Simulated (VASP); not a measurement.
# BeTe in VASP 6.6.1, single-point calculation

INCAR

```
GGA = PE
LASPH = .TRUE.
LREAL = .FALSE.
ISMEAR = -1
LCHARG = .FALSE.
AMIX = 0.4
NBANDS = 11
SIGMA = 0.02
LWAVE = .FALSE.
PREC = Accurate
EDIFF = 1E-7
NSW = 0
IBRION = -1
ENCUT = 520
IVDW = 12
IMIX = 1
NELM = 120
ISIF = 2
```

KPOINTS

```
KPOINTS created by Atomic Simulation Environment
0
Monkhorst-Pack
8 8 8
0 0 0
```

POSCAR

```
Be Te
 1.0000000000000000
     0.0000000000000000    2.9134823310000000    2.7623335121000001
     2.9134823310000000    0.0000000000000000    2.7623335121000001
     2.9134823310000000    2.9134823310000000    0.0000000000000000
 Be  Te
   1   1
Cartesian
  0.0000000000000000  0.0000000000000000  0.0000000000000000
  1.4567411655000002  1.4567411655000002  1.3811667560500001
```

The recommended PBE PAW datasets give the neutral cell 8 valence electrons.

Command

```
mpirun -np 1 vasp_std
```

Problem. Predict the outcome of this run.

Solution. It converged. Results: gap between bands v and c on the k mesh 1.94 eV; least direct gap on the k mesh 3.45 eV; pressure -3.9 GPa. Band v is the last that the valence electrons fill when counted band by band, and c is the next.

OSZICAR

```
N       E                     dE             d eps       ncg     rms          rms(c)
DAV:   1     0.193051297649E+02    0.19305E+02   -0.32009E+03  3168   0.578E+02
DAV:   2    -0.654130893346E+01   -0.25846E+02   -0.24712E+02  4166   0.909E+01
DAV:   3    -0.768669761599E+01   -0.11454E+01   -0.11431E+01  4111   0.203E+01
DAV:   4    -0.769949285185E+01   -0.12795E-01   -0.12794E-01  3790   0.245E+00
DAV:   5    -0.769975224653E+01   -0.25939E-03   -0.25939E-03  4005   0.334E-01    0.384E+00
DAV:   6    -0.762538547508E+01    0.74367E-01   -0.82296E-02  3680   0.114E+00    0.232E+00
DAV:   7    -0.760761909129E+01    0.17766E-01   -0.19297E-02  4023   0.657E-01    0.141E+00
DAV:   8    -0.760340685924E+01    0.42122E-02   -0.40586E-03  3829   0.304E-01    0.867E-01
DAV:   9    -0.760260713456E+01    0.79972E-03   -0.13041E-03  3926   0.178E-01    0.542E-01
DAV:  10    -0.760262429954E+01   -0.17165E-04   -0.47040E-04  3762   0.111E-01    0.341E-01
...
DAV:  16    -0.760304170058E+01   -0.12375E-04   -0.38295E-06  3603   0.111E-02    0.205E-02
DAV:  17    -0.760304814307E+01   -0.64425E-05   -0.19093E-06  3630   0.785E-03    0.128E-02
DAV:  18    -0.760305145569E+01   -0.33126E-05   -0.96002E-07  3604   0.555E-03    0.801E-03
DAV:  19    -0.760305314220E+01   -0.16865E-05   -0.48481E-07  3633   0.393E-03    0.503E-03
DAV:  20    -0.760305399313E+01   -0.85094E-06   -0.24561E-07  3619   0.279E-03    0.318E-03
DAV:  21    -0.760305441841E+01   -0.42528E-06   -0.12456E-07  3627   0.198E-03    0.203E-03
DAV:  22    -0.760305462856E+01   -0.21015E-06   -0.63232E-08  3548   0.141E-03    0.131E-03
DAV:  23    -0.760305473083E+01   -0.10228E-06   -0.32016E-08  3216   0.100E-03    0.849E-04
DAV:  24    -0.760305477968E+01   -0.48848E-07   -0.16256E-08  1944   0.721E-04
   1 F= -.82455863E+01 E0= -.82455863E+01  d E =-.197304E-11
```

The shifted mesh misses Γ, so a band edge there is missed.

For comparison, a separate PBE run of the intended cell, on usual settings and not on those above, gives a gap of 1.71 eV on its mesh and a pressure of -1.6 GPa.
